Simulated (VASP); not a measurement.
Input of a VASP 6.6.1 run:

INCAR

```
PREC = Accurate
ENCUT = 600
EDIFF = 1E-6
ISMEAR = 0
SIGMA = 0.03
LREAL = False
LASPH = True
NELM = 80
ALGO = Normal
ISIF = 3
LWAVE = False
LCHARG = False
GGA = PE
IVDW = 12
IBRION = 2
NSW = 90
EDIFFG = -0.01
KPAR = 2
```

The input KPOINTS:

```
regular mesh
0
Gamma
  9 9 5
```

POSCAR

```
ZrSe2
1.0
    3.7980000000      0.0000000000      0.0000000000
   -1.8990000000      3.2891644836      0.0000000000
    0.0000000000      0.0000000000      6.1920000000
Zr Se
1 2
Direct
    0.0000000000      0.0000000000      0.0000000000
    0.3333333333      0.6666666667      0.2500000000
    0.6666666667      0.3333333333      0.7500000000
```

Potentials or basis: VASP PAW PBE potentials, release 64 (Zr_sv, Se).

Launch:

```sh
$ cat potpaw_PBE.64/Zr_sv/POTCAR potpaw_PBE.64/Se/POTCAR > POTCAR
$ mpirun -np 2 vasp_std > vasp.out
```

Q: Estimate the space group after relaxing (to 0.05 Å).

A: P-3m1 (No. 164).

Q: What does it give for the relaxed volume?

A: 24.35 Å³/atom.

Q: Predict the dispersion energy per atom.

A: -0.405 eV.

Q: What does it give for the band gap on the k mesh?

A: 0.05 eV, indirect (least direct gap 0.93 eV).

Stress tensor (GPa, compression positive):
```
-0.05  0.00  0.00
 0.00 -0.05  0.00
 0.00  0.00  0.04
```

Caveat: an odd mesh through Γ misses points on the zone boundary, where band edges often lie. PBE gaps usually lie below the measured ones, often by a third to a half.
